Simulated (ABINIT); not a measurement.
Runs of ABINIT 10.8.3 (patched build) on GaN. The structure is cubic, space group F-43m (No. 216). Conventional cell: a = 4.507 Å, b = 4.507 Å, c = 4.507 Å, α = 90.00°, β = 90.00°, γ = 90.00°. Ga (site symmetry -43m) is surrounded by 4 N at 1.95 Å. N (site symmetry -43m) has 4 Ga at 1.95 Å as nearest neighbours. The cell is a database's computed one.

```tsv
potentials or basis	cutoff (eV)	fine-grid cutoff	V0 of scaled cells (Å³/atom)	B0 (GPa)
SG15 NC PBE v1.2	1687	-	(a)	172
PseudoDojo NC SR PBE v0.4.1 standard	1143	-	11.77	172
Ansatz NC PBE	1252	-	11.78	172
SPMS NC PBE v1.0	952	-	11.80	171
JTH PAW PBE v2.0	707	1306.15 eV	11.80	172
PseudoDojo NC SR PBE v0.5 standard	1143	-	11.77	172
```

Alike in all rows: task equation of state; level PBE; no spin polarisation; cell as given; k mesh 10 × 10 × 10; smearing fermi-dirac 0.05 eV.

Problem. Estimate the missing entries.

Solution. (a) 11.79.

Caveats: pressures at fixed basis lie under the slope of the energies.
